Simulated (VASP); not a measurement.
Here is a VASP 6.6.1 calculation.

The input INCAR:

```
PREC = Accurate
ENCUT = 600
EDIFF = 1E-6
ISMEAR = 0
SIGMA = 0.1
LREAL = F
LASPH = T
NELM = 120
ALGO = Normal
ISIF = 2
LWAVE = F
LCHARG = T
GGA = PE
IVDW = 12
LELF = T
LVHAR = T
NBANDS = 11
GGA_COMPAT = F
```

KPOINTS

```
Automatic mesh
0
Gamma
  8 8 8
```

POSCAR

```
BN
1.0
    0.0000000000      1.8075000000      1.8075000000
    1.8075000000      0.0000000000      1.8075000000
    1.8075000000      1.8075000000      0.0000000000
B N
1 1
Direct
    0.0000000000      0.0000000000      0.0000000000
    0.2500000000      0.2500000000      0.2500000000
```

Potentials or basis: VASP PAW PBE potentials, release 64 (B, N).

Run with:

```bash
$ cat potpaw_PBE.64/B/POTCAR potpaw_PBE.64/N/POTCAR > POTCAR
$ mpirun -np 1 vasp_std > vasp.out
```

Question: Estimate the pressure.

Answer: -2.7 GPa.

Question: What does it give for the dispersion energy per atom?

Answer: -0.209 eV.

**The experiment to reproduce.**

From a printed reference work, monograph, for a bulk crystal of BN at 300 K: band gap 6.4 eV (indirect).

A measured gap of BN is 6.4 eV (indirect; 300 K; a printed reference work, monograph); the calculated 4.46 eV misses it by -1.94 eV. The value is that of PBE+D3(BJ) on a finite k mesh, which can miss the band edges, without temperature or zero-point motion. Semilocal functionals fall short of measured gaps as a rule.
